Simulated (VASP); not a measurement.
The system is C.

```xyz
2
Lattice="0.0000 1.7834 1.7834 1.7834 0.0000 1.7834 1.7834 1.7834 0.0000" Properties=species:S:1:pos:R:3 pbc="T T T"
C     2.6751    2.6751    2.6751
C     1.7834    1.7834    1.7834
```

This isn't the form of C at room conditions, which is graphite.

| Property | Result |
| --- | --- |
| Program | VASP 6.6.1 |
| Task | relaxation of cell and atoms |
| Functional | HSEsol |
| Potentials or basis | VASP PAW PBE potentials, release 64 (C) |
| Cutoff | 600 eV |
| k mesh | 7 × 7 × 7 |
| Occupations | fermi-dirac, width 0.05 eV |
| Spin | no spin polarisation |

At the start: pressure -12.2 GPa; volume 5.67 Å³/atom.

Problem. Where does the relaxation end?

Solution. Over 3 steps the energy falls by 5.8 meV/atom and the volume is 5.52 Å³/atom (-2.6 %); space group Fd-3m (No. 227, to 0.05 Å).

Step by step:
| step | energy change (eV) | largest force (eV/Å) | pressure (GPa) | volume (Å³) |
| --- | --- | --- | --- | --- |
| 1 | 0.0000 | 0.0000 | -12.18 | 11.34 |
| 2 | 0.0109 | 0.0000 | 18.69 | 10.65 |
| 3 | -0.0115 | 0.0000 | -0.10 | 11.05 |

Final structure:
```yaml
crystal:
  lattice:
    - [0.00000, 1.76779, 1.76779]
    - [1.76779, 0.00000, 1.76779]
    - [1.76779, 1.76779, 0.00000]
  atoms:
    - { symbol: C, position: [0.75000, 0.75000, 0.75000] }
    - { symbol: C, position: [0.50000, 0.50000, 0.50000] }
```

Caveat: the k mesh is coarse (spacing up to 0.44 Å⁻¹), so the values aren't converged, least of all with exact exchange; the PAW data sets were made with another functional, which shifts forces and pressure a little.
